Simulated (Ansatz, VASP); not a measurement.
**MnS: VASP beside Ansatz**

File INCAR:

```
SYSTEM = MnS
ALGO = Normal ; EDIFF = 1E-6
ENCUT = 520 ; GGA = PE
ISIF = 2 ; ISMEAR = 0
ISPIN = 2 ; LASPH = .True.
LCHARG = .True. ; LELF = .True.
LMAXMIX = 4 ; LORBIT = 11
LREAL = .False. ; LVHAR = .True.
LWAVE = .False. ; MAGMOM = 4 0
NBANDS = 20 ; NELM = 150
PREC = Accurate ; SIGMA = 0.022
```

The input KPOINTS:

```
k-points
0
Gamma
  9 9 9
  0 0 0
```

File POSCAR:

```
MnS
1.0
    0.0000000000      2.6045000000      2.6045000000
    2.6045000000      0.0000000000      2.6045000000
    2.6045000000      2.6045000000      0.0000000000
Mn S
1 1
Direct
    0.0000000000      0.0000000000      0.0000000000
    0.5000000000      0.5000000000      0.5000000000
```

input.yaml

```yaml
crystal:
  lattice:
    - [0.0, 2.6045, 2.6045]
    - [2.6045, 0.0, 2.6045]
    - [2.6045, 2.6045, 0.0]
  atoms:
    - { symbol: Mn, position: [0.0, 0.0, 0.0], spin: 4.0 }
    - { symbol: S, position: [0.5, 0.5, 0.5] }
kpoints:
  mp_grid: { grid: [9, 9, 9] }
scf:
  occupations: { method: gaussian, width: 0.022 }
hamiltonian:
  xc: pbe
  pseudopotentials: { kind: all_electron, lapw: { basis_error: 0.001 } }
magnetization:
  spin_polarized: true
output:
  forces: true
  stress: true
  eigenvalues: true
```

Alike in both runs: task single point; functional PBE; k mesh 9 × 9 × 9; occupations gaussian, width 0.022 eV; collinear spin.

|  | VASP | Ansatz |
| --- | --- | --- |
| version | VASP 6.6.1 | Ansatz 0.2.0 |
| potentials or method | VASP PAW PBE potentials, release 64 (Mn_pv, S) | all-electron LAPW, scalar-relativistic |
| plane-wave cutoff (eV) | 520 | see its input |

Ansatz gave:

- gap on the k mesh at the Fermi level (eV): none
- pressure (GPa): -2.8
- net moment per atom (μB): 2.36
- size of the moment on the site where the two differ most (μB): 4.44

What did VASP give for the same quantities?

gap on the k mesh at the Fermi level (eV): none; pressure (GPa): -2.9; net moment per atom (μB): 2.36; size of the moment on the site where the two differ most (μB): 4.26.

Site moments also hang on the region over which each program counts them. A gap of «none» marks a metal or a gap that the smearing closes. Ansatz ran all-electron here, so the differences hold the error of VASP's frozen core and of both bases.

Caveats: a cell with one magnetic atom can't hold antiferromagnetic order, which such compounds often take; semilocal functionals often make such compounds metallic where correlation or magnetic order opens a gap, which also shifts bond lengths.
